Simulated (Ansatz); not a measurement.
# SnO2: the cost of one run

Program: Ansatz 0.2.0. Level of theory: DFT PBE, scalar-relativistic. These are calculated values, not measurements.

### 1 Starting point

It takes space group P4_2/mnm (No. 136, tetragonal). The conventional cell has a = 4.737 Å, b = 4.737 Å, c = 3.186 Å, α = 90.00°, β = 90.00°, γ = 90.00°. Sn (site symmetry mmm) is surrounded by 6 O at 2.05 to 2.06 Å. O (site symmetry m2m) has 3 Sn at 2.05 to 2.06 Å as nearest neighbours.

As a file:

```xyz
6
Lattice="4.7374 0.0000 0.0000 0.0000 4.7374 0.0000 0.0000 0.0000 3.1864" Properties=species:S:1:pos:R:3 pbc="T T T"
Sn    0.0000    0.0000    0.0000
Sn    2.3687    2.3687    1.5932
O     1.4478    1.4478    0.0000
O     0.9208    3.8165    1.5932
O     3.2895    3.2895    0.0000
O     3.8165    0.9208    1.5932
```

Atoms are numbered in the order of the input: Sn1, Sn2, O3, O4, O5, O6.

### 2 The deformed structure

Space group P4_2/mnm before, P4_2/mnm after.

### 3 All-electron LAPW

input.yaml

```yaml
crystal:
  lattice:
    - [4.73735, 0.0, 0.0]
    - [0.0, 4.73735, 0.0]
    - [0.0, 0.0, 3.218264]
  atoms:
    - { symbol: Sn, position: [0.0, 0.0, 0.0] }
    - { symbol: Sn, position: [0.5, 0.5, 0.5] }
    - { symbol: O, position: [0.30562, 0.30562, 0.0] }
    - { symbol: O, position: [0.19438, 0.80562, 0.5] }
    - { symbol: O, position: [0.69438, 0.69438, 0.0] }
    - { symbol: O, position: [0.80562, 0.19438, 0.5] }
kpoints:
  mp_grid: { grid: [4, 4, 6] }
  band_path:
    path:
      - [0.0, 0.0, 0.0]
      - [0.0, 0.5, 0.0]
      - [0.5, 0.5, 0.0]
      - [0.0, 0.0, 0.0]
      - [0.0, 0.0, 0.5]
      - [0.0, 0.5, 0.5]
      - [0.5, 0.5, 0.5]
      - [0.0, 0.0, 0.5]
      - [0.0, 0.5, 0.0]
    npoints: 5
scf:
  occupations: { method: fermi_dirac, width: 0.03 }
hamiltonian:
  xc: pbe
  pseudopotentials: { kind: all_electron, lapw: { basis_error: 0.001 } }
output:
  forces: true
  stress: true
  eigenvalues: true
```

On the command line:

```sh
$ ansatz run input.yaml --threads 2 --pin off --max-ram 6144MiB --backend cpu --events-out ev --progress --plain --runs-dir out
```

**Question.** How long does this run take on 2 threads of Intel Xeon 6975P-C (Granite Rapids), shared host, and how much memory does it need?

About 24 s, with a peak of 0.61 GiB.
